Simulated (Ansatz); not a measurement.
The system is ZnS (Wurtzite-2H).

```
Zn S
1.0
     3.81100    0.00000    0.00000
    -1.90550    3.30042    0.00000
     0.00000    0.00000    6.23400
Zn S
2 2
Direct
  0.66667 0.33333 0.50000
  0.33333 0.66667 0.00000
  0.66667 0.33333 0.88500
  0.33333 0.66667 0.38500
```

Base run:

* Program: Ansatz 0.2.0
* Functional: PBEsol
* Potentials or basis: all-electron LAPW, scalar-relativistic
* Cutoff: 264 eV
* Density cutoff: 1058 eV
* Basis error allowed: 0.002 eV/atom
* k mesh: 8 × 8 × 5
* Occupations: fermi-dirac, width 0.05 eV
* Spin: no spin polarisation

Its results: band gap on the k mesh 2.11 eV, direct; pressure -1.3 GPa; largest force 0.306 eV/Å.

Task: After a change of settings the same cell gave: band gap on the k mesh 2.25 eV, direct; pressure 2.3 GPa; largest force 0.319 eV/Å. Which change was it?
A. functional from PBEsol to LDA
B. functional from PBEsol to PBE
C. basis error allowed from 0.002 eV/atom to 0.001 eV/atom

Result: B.

PBE binds less tightly than PBEsol, so the same cell stands under more pressure.

Not every run made on this cell is shown here.
